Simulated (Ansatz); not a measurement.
## CdSe under pressure: fit and missing row

CdSe, P6_3mc, a = 4.303 Å, c = 7.023 Å. Ansatz: PBEsol, PAW, 420 eV, Γ-centred 12×12×6 mesh on 4 atoms, Gaussian smearing 0.02 eV; no spin polarisation. Cell and atoms are relaxed at each pressure, and no other structure is tried; the real crystal is known to change phase within this range, so the rows at high pressure are metastable.

```
V (Å³/atom) P (GPa)
          ?    15.00
     25.022     7.99
     26.737     2.97
     28.153    -0.04
     30.129    -3.02
```

Take V0 = 28.153 Å³/atom, count pressures from its P0 = -0.04 GPa, fit the third-order Birch–Murnaghan form to the other rows, and predict the missing volume.

With the Eulerian strain f = ½[(V0/V)^(2/3) − 1] and y = (P − P0)/[3f(1 + 2f)^(5/2)], the form is the line y = B0 + 1.5 B0 (B0′ − 4) f. Rows (f, y): 0.04089, 53.8; 0.01750, 52.6; -0.02211, 50.3. Means f = 0.01209, y = 52.233; Σ(Δf)² = 0.002028, ΣΔfΔy = 0.1132; the slope is their ratio. y = 51.56 + 55.82 f GPa, so B0 = 51.6 GPa and B0′ = 4 + 2 × (55.82)/(3 × 51.56) = 4.72. P = 15.00 GPa is met at f = 0.06641 (y = 55.27), so V = V0 (1 + 2f)^(−3/2) = 23.350 Å³/atom. The run gave 23.322 Å³/atom, so the fit is 0.028 Å³/atom too high, 0.41 % of the span of the series, against an rms of 0.002 Å³/atom on the fitted rows. The row lies outside the fitted range. The records show no cause, and too few rows are left to test a further term.